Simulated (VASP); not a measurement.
# TiS2 (P-3m1) in VASP: settings compared

One crystal, TiS2, is run at these levels: PBEsol, PBE; tasks: relaxation of cell and atoms.

Everything below comes from runs of VASP 6.6.1. Logs are shortened: lines on timing, memory, paths and dates and some standing lists are left out, and cuts for length are marked.

### 1 The crystal as given

Symmetry: P-3m1, No. 164, trigonal system. Conventional cell: a = 3.412 Å, b = 3.412 Å, c = 5.695 Å, α = 90.00°, β = 90.00°, γ = 120.00°. Around Ti (site symmetry -3m) lie 6 S at 2.43 Å. S (site symmetry 3m) is surrounded by 3 Ti at 2.43 Å.

### 2 Relaxation of cell and atoms, PBEsol

Contents of INCAR:

```
SYSTEM = TiS2
PREC     = Accurate       ! precision mode
ENCUT    = 600            ! plane-wave cutoff, eV
EDIFF    = 1E-6           ! SCF threshold, eV
ISMEAR   = 1              ! smearing method
SIGMA    = 0.1            ! smearing width, eV
LREAL    = .FALSE.        ! projectors in reciprocal space
LASPH    = .TRUE.         ! aspherical terms in the spheres
NELM     = 80             ! most SCF steps
ALGO     = Normal         ! electronic algorithm
ISIF     = 3              ! what is computed and relaxed
LWAVE    = .FALSE.        ! write WAVECAR
LCHARG   = .FALSE.        ! write CHGCAR
GGA      = PS             ! functional
IBRION   = 2              ! ionic algorithm
NSW      = 90             ! ionic steps
EDIFFG   = -0.01          ! ionic threshold
```

Contents of KPOINTS:

```
Automatic mesh
0
G
  12 12 7
  0 0 0
```

Contents of POSCAR:

```
TiS2
1.0
    3.4120000000      0.0000000000      0.0000000000
   -1.7060000000      2.9548786777      0.0000000000
    0.0000000000      0.0000000000      5.6950000000
Ti S
1 2
Direct
    0.0000000000      0.0000000000      0.0000000000
    0.3333333333      0.6666666667      0.2500000000
    0.6666666667      0.3333333333      0.7500000000
```

Potentials or basis: VASP PAW PBE potentials, release 64 (Ti_sv, S).

The run is started by

```
$ cat potpaw_PBE.64/Ti_sv/POTCAR potpaw_PBE.64/S/POTCAR > POTCAR
$ mpirun -np 1 vasp_std > vasp.out
```

OUTCAR:

```text
SYSTEM = TiS2
   PREC = Accurate
   ENCUT = 600
   EDIFF = 1E-6
   ISMEAR = 1
   LREAL = .FALSE.
   LASPH = .TRUE.
   NELM = 80
   ISIF = 3
   GGA = PS
   IBRION = 2
   NSW = 90
   EDIFFG = -0.01

 ion  position               nearest neighbor table
   1  0.000  0.000  0.000-   2 2.43   3 2.43   2 2.43   3 2.43   3 2.43   2 2.43
   2  0.333  0.667  0.250-   1 2.43   1 2.43   1 2.43
   3  0.667  0.333  0.750-   1 2.43   1 2.43   1 2.43

  LATTYP: Found a hexagonal cell.
 ALAT       =     3.4120000000
 C/A-ratio  =     1.6691090270

  Lattice vectors:

 A1 = (   3.4120000000,   0.0000000000,   0.0000000000)
 A2 = (  -1.7060000000,   2.9548786777,   0.0000000000)
 A3 = (   0.0000000000,   0.0000000000,   5.6950000000)

Analysis of symmetry for initial positions (statically):
=====================================================================
 Subroutine PRICEL returns:
 Original cell was already a primitive cell.

 Routine SETGRP: Setting up the symmetry group for a
 hexagonal supercell.

 Subroutine GETGRP returns: Found 12 space group operations
 (whereof 12 operations were pure point group operations)
 out of a pool of 24 trial point group operations.

The static configuration has the point symmetry D_3d.

Analysis of symmetry for dynamics (positions and initial velocities):
=====================================================================
 Subroutine PRICEL returns:
 Original cell was already a primitive cell.

 Routine SETGRP: Setting up the symmetry group for a
 hexagonal supercell.

 Subroutine GETGRP returns: Found 12 space group operations
 (whereof 12 operations were pure point group operations)
 out of a pool of 24 trial point group operations.

The dynamic configuration has the point symmetry D_3d.

 Subroutine INISYM returns: Found 12 space group operations
 (whereof 12 operations are pure point group operations),
 and found     1 'primitive' translations

----------------------------------------------------------------------------------------

                                     Primitive cell

  volume of cell :      57.4173

  direct lattice vectors                    reciprocal lattice vectors
     3.412000000  0.000000000  0.000000000     0.293083236  0.169211685  0.000000000
    -1.706000000  2.954878678  0.000000000     0.000000000  0.338423370  0.000000000
     0.000000000  0.000000000  5.695000000     0.000000000  0.000000000  0.175592625

  length of vectors
     3.412000000  3.412000000  5.695000000     0.338423370  0.338423370  0.175592625

  position of ions in fractional coordinates (direct lattice)
     0.000000000  0.000000000  0.000000000
     0.333333333  0.666666667  0.250000000
     0.666666667  0.333333333  0.750000000

  ion indices of the primitive-cell ions
   primitive index   ion index
                 1           1
                 2           2
                 3           3

----------------------------------------------------------------------------------------

 KPOINTS: Automatic mesh

Automatic generation of k-mesh.
 Grid dimensions read from file:
 generate k-points for:   12   12    7

 Generating k-lattice:

  Cartesian coordinates                     Fractional coordinates (reciprocal lattice)
     0.024423603  0.014100974  0.000000000     0.083333333  0.000000000  0.000000000
     0.000000000  0.028201947  0.000000000     0.000000000  0.083333333  0.000000000
     0.000000000  0.000000000  0.025084661     0.000000000  0.000000000  0.142857143

  Length of vectors
     0.028201947  0.028201947  0.025084661

  Shift w.r.t. Gamma in fractional coordinates (k-lattice)
     0.000000000  0.000000000  0.000000000

 Subroutine IBZKPT returns following result:
 ===========================================

 Found    112 irreducible k-points:

 Following reciprocal coordinates:
            Coordinates               Weight
  0.000000  0.000000  0.000000      1.000000
  0.083333 -0.000000  0.000000      6.000000
  0.166667 -0.000000  0.000000      6.000000
  0.250000  0.000000  0.000000      6.000000
  0.333333 -0.000000  0.000000      6.000000
  0.416667  0.000000  0.000000      6.000000
[... 16 lines left out ...]
  0.166667 -0.000000  0.142857      6.000000
  0.000000  0.166667  0.142857      6.000000
 [... further k-points ...]
   k-points           NKPTS =    112   k-points in BZ     NKDIM =    112   number of bands    NBANDS=     16
   number of dos      NEDOS =    301   number of ions     NIONS =      3
   total plane-waves  NPLWV =  37632
   dimension x,y,z NGX =    28 NGY =   28 NGZ =   48
   dimension x,y,z NGXF=    56 NGYF=   56 NGZF=   96
   ions per type =               1   2
   NGX,Y,Z   is equivalent  to a cutoff of  13.64, 13.64, 14.01 a.u.
   NGXF,Y,Z  is equivalent  to a cutoff of  27.29, 27.29, 28.02 a.u.
 SYSTEM =  TiS2
   PREC   = accura    normal or accurate (medium, high low for compatibility)
   ISTART =      0    job   : 0-new  1-cont  2-samecut
   ICHARG =      2    charge: 1-file 2-atom 10-const
   ISPIN  =      1    spin polarized calculation?
   LNONCOLLINEAR =      F non collinear calculations
   LSORBIT =      F    spin-orbit coupling
   LASPH  =      T    aspherical Exc in radial PAW
   ENCUT  =  600.0 eV  44.10 Ry    6.64 a.u.   6.81  6.81 11.37*2*pi/ulx,y,z
   NELM   =     80;   NELMIN=  2; NELMDL= -5     # of ELM steps
   EDIFF  = 0.1E-05   stopping-criterion for ELM
   LREAL  =      F    real-space projection
   EDIFFG = -.1E-01   stopping-criterion for IOM
   NSW    =     90    number of steps for IOM
   IBRION =      2    ionic relax: 0-MD 1-quasi-New 2-CG
   NFREE  =      1    steps in history (QN), initial steepest desc. (CG)
   ISIF   =      3    stress and relaxation
   ISYM   =      2    0-nonsym 1-usesym 2-fastsym
   POTIM  = 0.5000    time-step for ionic-motion
   TEBEG  =    0.0;   TEEND  =   0.0 temperature during run
   PSTRESS=    0.0 pullay stress
   NELECT =      24.0000    total number of electrons
   NUPDOWN=      -1.0000    fix difference up-down
   EMIN   =  10.00;   EMAX   =-10.00  energy-range for DOS
   EFERMI =   0.00;   METHOD = LEGACY
   ISMEAR =     1;   SIGMA  =   0.10  broadening in eV -4-tet -1-fermi 0-gaus
   EFERMI_NEDOS =   21; number of points for ismear=-14 and -15
   IALGO  =     38    algorithm
   IMIX   =      4    mixing-type and parameters
     AMIX     =   0.40;   BMIX     =  1.00
     AMIX_MAG =   1.60;   BMIX_MAG =  1.00
  volume/ion in A,a.u.               =      19.14       129.16
  Fermi-wavevector in a.u.,A,eV,Ry     =   1.224046  2.313112 20.385458  1.498289
  Thomas-Fermi vector in A             =   2.359135
   LORBIT       =      0    0 simple, 1 ext, 2 COOP (PROOUT), +10 PAW based schemes
   GGA     = PS    functional components
   LHFCALC =     F    Hartree Fock is set to
   AEXX    =    0.0000 exact exchange contribution
   IVDW    =     0    specifies the selected vdW correction
   LEPSILON=     F    determine dielectric tensor
   LRPA    =     F    only Hartree local field effects (RPA)
 conjugate gradient relaxation of ions
 non-spin polarized calculation
 Methfessel and Paxton  Order N= 1 SIGMA  =   0.10
  energy-cutoff  :      600.00
  volume of cell :       57.42
 maximum number of plane-waves:      1943
   NGX = 13   NGY = 13   NGZ = 23

--------------------------------------- Ionic step        1  -------------------------------------------

 number of electron      23.9999999 magnetization

 Free energy of the ion-electron system (eV)
  ---------------------------------------------------
  ext. energy  EPLUGINS =         0.00000000
  ---------------------------------------------------
  free energy    TOTEN  =       -21.11219975 eV

  energy without entropy =      -21.11211990  energy(sigma->0) =      -21.11217313

------------------------ aborting loop because EDIFF is reached ----------------------------------------

  FORCE on cell =-STRESS in cart. coord.  units (eV):
  Direction    XX          YY          ZZ          XY          YZ          ZX
  --------------------------------------------------------------------------------------
  -------------------------------------------------------------------------------------
  Total       -1.4342092     -1.4342092     -0.8557499      0.0000000     -0.0000000      0.0000000
  in kB      -40.0203314    -40.0203314    -23.8789408      0.0000000     -0.0000000      0.0000000
  external PRESSURE =     -34.6398679 kB  Pullay stress =       0.0000000 kB
[... 92 lines left out ...]
  FREE ENERGIE OF THE ION-ELECTRON SYSTEM (eV)
  ---------------------------------------------------
  free  energy   TOTEN  =       -21.1350305192 eV

  energy  without entropy=      -21.1349800969  energy(sigma->0) =      -21.13501371

[... ionic steps 4 to 15 ...]

--------------------------------------- Ionic step       16  -------------------------------------------

 number of electron      23.9999997 magnetization

------------------------ aborting loop because EDIFF is reached ----------------------------------------

  FORCE on cell =-STRESS in cart. coord.  units (eV):
  Direction    XX          YY          ZZ          XY          YZ          ZX
  --------------------------------------------------------------------------------------
  -------------------------------------------------------------------------------------
  Total       -0.0400251     -0.0400251      0.0099506     -0.0000000     -0.0000000      0.0000000
  in kB       -1.1674805     -1.1674805      0.2902464     -0.0000000     -0.0000000      0.0000000
  external PRESSURE =      -0.6815715 kB  Pullay stress =       0.0000000 kB
[... 59 lines left out ...]
  energy  without entropy=      -21.1393446068  energy(sigma->0) =      -21.13928442

--------------------------------------- Ionic step       18  -------------------------------------------

 number of electron      23.9999998 magnetization

 Free energy of the ion-electron system (eV)
  ---------------------------------------------------
  ext. energy  EPLUGINS =         0.00000000
  ---------------------------------------------------
  free energy    TOTEN  =       -21.13927765 eV

  energy without entropy =      -21.13937537  energy(sigma->0) =      -21.13931022

 E-fermi :   5.8183     XC(G=0): -10.5077

 val. band max:        5.8049101829   @ k =   0.0000   0.4167   0.2857
 cond. band min:       5.8216161852   @ k =   0.0000   0.0000   0.0000
 fundamental gap:      0.0167060023
 Fermi energy:         5.8183485311

 k-point     1 :       0.0000    0.0000    0.0000
  band No.  band energies     occupation
      1     -51.4276      2.00000
      2     -27.7750      2.00000
      3     -27.7169      2.00000
      4     -27.7169      2.00000
      5      -8.1298      2.00000
      6      -6.3336      2.00000
[... 8 lines left out ...]
     15       6.6826     -0.00000
     16       9.4513      0.00000
[... 420 lines left out ...]
  band No.  band energies     occupation
      1     -51.4236      2.00000
      2     -27.7669      2.00000
      3     -27.7575      2.00000
      4     -27.7261      2.00000
      5      -7.7365      2.00000
      6      -6.3362      2.00000
[... 8 lines left out ...]
     15       7.4706     -0.00000
     16       9.1123      0.00000

 [... further k-points ...]
[... 5 lines left out ...]
  --------------------------------------------------------------------------------------
  -------------------------------------------------------------------------------------
  Total       -0.0128649     -0.0128649      0.0127177      0.0000000     -0.0000000      0.0000000
  in kB       -0.3752082     -0.3752082      0.3709155      0.0000000     -0.0000000      0.0000000
  external PRESSURE =      -0.1265003 kB  Pullay stress =       0.0000000 kB
[... 18 lines left out ...]
  FREE ENERGIE OF THE ION-ELECTRON SYSTEM (eV)
  ---------------------------------------------------
  free  energy   TOTEN  =       -21.1392776506 eV

  energy  without entropy=      -21.1393753702  energy(sigma->0) =      -21.13931022

 reached required accuracy - stopping structural energy minimisation
```

It took 10 min on 1 thread of Intel Xeon 6975P-C (Granite Rapids), shared host; peak memory 0.27 GiB.

Results:

* Free energy: -21.1393 eV
* Relaxed volume: 18.31 Å³/atom
* Relaxed cell: a = 3.349 Å, b = 3.349 Å, c = 5.654 Å, α = 90.00°, β = 90.00°, γ = 120.00°
* Space group after relaxing (to 0.05 Å): P-3m1 (No. 164)
* Energy gained by relaxing: 9.0 meV/atom
* Ionic steps: 18
* Pressure after relaxing: 0.0 GPa
* Largest force after relaxing: 0.008 eV/Å
* Band gap on the k mesh: none (metal or under the smearing width)

Forces on the atoms (eV/Å):
```
Ti   0.000  0.000  0.000
S    0.000  0.000  0.008
S    0.000  0.000 -0.008
```

The path:
```tsv
step	energy change (eV)	largest force (eV/Å)	pressure (GPa)	volume (Å³)
1	0.0000	0.2711	-3.46	57.42
2	-0.0025	0.5656	3.64	54.05
3	-0.0228	0.1438	-0.02	55.64
4	-0.0261	0.0692	-0.03	55.44
5	-0.0268	0.0095	-0.02	55.29
6	-0.0268	0.0123	0.00	55.30
7	-0.0268	0.0152	0.00	55.31
8	-0.0269	0.0084	-0.08	55.31
9	-0.0269	0.0004	-0.15	55.32
10	-0.0269	0.0000	-0.15	55.31
11	-0.0269	0.0003	-0.15	55.29
12	-0.0269	0.0002	-0.14	55.26
13	-0.0270	0.0002	-0.13	55.19
14	-0.0270	0.0001	-0.12	55.05
15	-0.0270	0.0010	-0.08	54.77
16	-0.0271	0.0005	-0.07	54.93
17	-0.0271	0.0000	-0.09	54.98
18	-0.0271	0.0083	-0.01	54.93
```

Final structure:
```cif
data_structure
_symmetry_space_group_name_H-M 'P 1'
_symmetry_Int_Tables_number 1
_cell_length_a 3.3494
_cell_length_b 3.3494
_cell_length_c 5.6543
_cell_angle_alpha 90.000
_cell_angle_beta 90.000
_cell_angle_gamma 120.000
_cell_volume 54.93
loop_
_atom_site_label
_atom_site_type_symbol
_atom_site_fract_x
_atom_site_fract_y
_atom_site_fract_z
_atom_site_occupancy
Ti1 Ti 0.00000 0.00000 0.00000 1
S1 S 0.33333 0.66667 0.25222 1
S2 S 0.66667 0.33333 0.74778 1
```

Caveat: the PAW data sets were made with another functional, which shifts forces and pressure a little.

### 3 Relaxation of cell and atoms, PBEsol

This run uses another cell than the first one, of 18.31 Å³/atom, 0.957 times its volume.

Edit INCAR of step 2 so:

```diff
@@ -3,3 +3,3 @@
 ENCUT    = 600            ! plane-wave cutoff, eV
-EDIFF    = 1E-6           ! SCF threshold, eV
+EDIFF    = 1E-7           ! SCF threshold, eV
 ISMEAR   = 1              ! smearing method
@@ -16,2 +16,2 @@
 NSW      = 90             ! ionic steps
-EDIFFG   = -0.01          ! ionic threshold
+EDIFFG   = -0.005         ! ionic threshold
```

KPOINTS is that of step 2.

Contents of POSCAR:

```
TiS2                                    
1.0
    3.3494092655      0.0000000000     -0.0000000000
   -1.6747046327      2.9006735115      0.0000000000
   -0.0000000000     -0.0000000000      5.6542888846
  Ti              S             
     1     2
Direct
     0.0000000000000000    0.0000000000000000    0.0000000000000000
     0.3333333332999970    0.6666666667000030    0.2522247027221042
     0.6666666667000030    0.3333333332999970    0.7477752972778959
```

Potentials or basis: VASP PAW PBE potentials, release 64 (Ti_sv, S).

The run is started by

```
$ cat potpaw_PBE.64/Ti_sv/POTCAR potpaw_PBE.64/S/POTCAR > POTCAR
$ mpirun -np 1 vasp_std > vasp.out
```

It took 1.7 min on 1 thread of Intel Xeon 6975P-C (Granite Rapids), shared host; peak memory 0.27 GiB.

The run converged. Its results:

```
Free energy                            : -21.1388 eV
Relaxed volume                         : 18.31 Å³/atom
Relaxed cell                           : a = 3.349 Å, b = 3.349 Å, c = 5.656 Å, α = 90.00°, β = 90.00°, γ = 120.00°
Space group after relaxing (to 0.05 Å) : P-3m1 (No. 164)
Energy gained by relaxing              : 0.0 meV/atom
Ionic steps                            : 2
Pressure after relaxing                : 0.0 GPa
Band gap on the k mesh                 : none (metal or under the smearing width)
```

Forces in eV/Å, atoms in the order of the input:
```
Ti   0.000  0.000  0.000
S    0.000  0.000  0.002
S    0.000  0.000 -0.002
```

Final structure:
```cif
data_structure
_symmetry_space_group_name_H-M 'P 1'
_symmetry_Int_Tables_number 1
_cell_length_a 3.3488
_cell_length_b 3.3488
_cell_length_c 5.6555
_cell_angle_alpha 90.000
_cell_angle_beta 90.000
_cell_angle_gamma 120.000
_cell_volume 54.93
loop_
_atom_site_label
_atom_site_type_symbol
_atom_site_fract_x
_atom_site_fract_y
_atom_site_fract_z
_atom_site_occupancy
Ti1 Ti 0.00000 0.00000 0.00000 1
S1 S 0.33333 0.66667 0.25230 1
S2 S 0.66667 0.33333 0.74770 1
```

Levels at points of the mesh, in eV from the Fermi level:
| k point | band 8 | band 9 | band 10 | band 11 | band 12 | band 13 | band 14 | band 15 | band 16 |
| --- | --- | --- | --- | --- | --- | --- | --- | --- | --- |
| (0.00, 0.00, 0.00) | -2.73 | -2.73 | 0.00 | 0.23 | 0.23 | 0.56 | 0.56 | 0.86 | 3.63 |
| (0.50, 0.00, 0.00) | -3.87 | -3.04 | -2.78 | -2.63 | -1.52 | 0.18 | 1.70 | 2.15 | 3.88 |

Caveat: the PAW data sets were made with another functional, which shifts forces and pressure a little.

(Continued in part 2 of 2.)
